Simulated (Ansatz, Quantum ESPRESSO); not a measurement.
This is a calculation of NbP for Ansatz 0.2.0. Atoms were shifted at random by some hundredths of an Å from the given cell, which wasn't relaxed again for these runs. The cell is a database's computed one, not the measured one.

Contents of input.yaml:

```yaml
crystal:
  lattice:
    - [-1.6749232544, 1.6749232544, 5.7401081759]
    - [1.6749232544, -1.6749232544, 5.7401081759]
    - [1.6749232544, 1.6749232544, -5.7401081759]
  atoms:
    - { symbol: Nb, position: [0.253561, 0.735582, 0.478283] }
    - { symbol: Nb, position: [0.498191, 0.493121, -0.011483] }
    - { symbol: P, position: [0.846944, 0.314082, 0.495379] }
    - { symbol: P, position: [0.06652, 0.078287, -0.010049] }
kpoints:
  mp_grid: { grid: [11, 11, 11] }
scf:
  occupations: { method: fermi_dirac, width: 0.05 }
hamiltonian:
  xc: pbesol
  pseudopotentials: { kind: all_electron, lapw: { basis_error: 0.001 } }
output:
  forces: true
  stress: true
  eigenvalues: true
  populations: true
```

Potentials or basis: all-electron LAPW, scalar-relativistic.

Command:

```sh
$ ansatz run input.yaml --threads 2 --pin off --max-ram 8192MiB --backend cpu --events-out ev --progress --plain --runs-dir out
```

**Question.** Set up the same calculation for Quantum ESPRESSO 7.5. Potentials or basis there: GBRV 1.5 PBEsol, cutoff 612 eV.

**Answer.** As run (cutoffs and basis follow the program's own potentials, and thresholds, step limits or extra output files can differ):

Contents of pw.in:

```
&CONTROL
  calculation = 'scf'
  prefix = 'pwscf'
  outdir = './tmp'
  pseudo_dir = './pseudo'
  tprnfor = .true.
  tstress = .true.
  disk_io = 'nowf'
/
&SYSTEM
  ibrav = 0
  nat = 4
  ntyp = 2
  ecutwfc = 45
  ecutrho = 360
  nbnd = 26
  occupations = 'smearing'
  smearing = 'fd'
  degauss = 0.00367493
/
&ELECTRONS
  conv_thr = 8d-10
  electron_maxstep = 120
  mixing_beta = 0.5
/
ATOMIC_SPECIES
Nb    92.9064 nb_pbesol_v1.uspp.F.UPF
P     30.9738 p_pbesol_v1.5.uspp.F.UPF
CELL_PARAMETERS angstrom
  -1.6749232544    1.6749232544    5.7401081759
   1.6749232544   -1.6749232544    5.7401081759
   1.6749232544    1.6749232544   -5.7401081759
ATOMIC_POSITIONS crystal
Nb     0.2535610000    0.7355820000    0.4782830000
Nb     0.4981910000    0.4931210000   -0.0114830000
P      0.8469440000    0.3140820000    0.4953790000
P      0.0665200000    0.0782870000   -0.0100490000
K_POINTS automatic
11 11 11 0 0 0
```

Potentials or basis: GBRV 1.5 PBEsol.

The run is started by

```console
$ OMP_NUM_THREADS=1 mpirun -n 2 pw.x -nk 2 -in pw.in > pw.out
```

Both were run:

|  | Ansatz | Quantum ESPRESSO |
| --- | --- | --- |
| Pressure | -5.8 GPa | -6.1 GPa |
| Largest force | 1.242 eV/Å | 1.242 eV/Å |

Where Ansatz's input types no cutoff or centring, it takes its own default and a Γ-centred mesh.

Pressure is positive in compression.
